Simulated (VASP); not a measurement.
A run of VASP 6.6.1 is set up as follows.

Contents of INCAR:

```
PREC = Accurate
ENCUT = 520
EDIFF = 1E-6
ISMEAR = -1
SIGMA = 0.1
LREAL = F
LASPH = T
NELM = 80
ALGO = Normal
ISIF = 2
LWAVE = F
LCHARG = T
GGA = RE
LELF = T
LVHAR = T
NBANDS = 28
```

Contents of KPOINTS:

```
Automatic mesh
0
Gamma
  8 8 11
```

POSCAR

```
Ge
1.0
    4.9362174888      0.0000000000      0.0000000000
   -2.4681087444      4.2748897439      0.0000000000
    0.0000000000      0.0000000000      2.8047010167
Ge
3
Direct
    0.0000000000      1.0000000000      0.0000000000
    0.3333333333      0.6666666667      0.5000000000
    0.6666666667      0.3333333333      0.5000000000
```

Potentials or basis: VASP PAW PBE potentials, release 64 (Ge_d).

The run is started by

```console
$ cat potpaw_PBE.64/Ge_d/POTCAR > POTCAR
$ mpirun -np 1 vasp_std > vasp.out
```

Question: Estimate the pressure.

Answer: 0.0 GPa.

Question: Estimate the band gap on the k mesh.

Answer: None (metal or under the smearing width).

Caveat: the PAW data sets were made with another functional, which shifts forces and pressure a little.
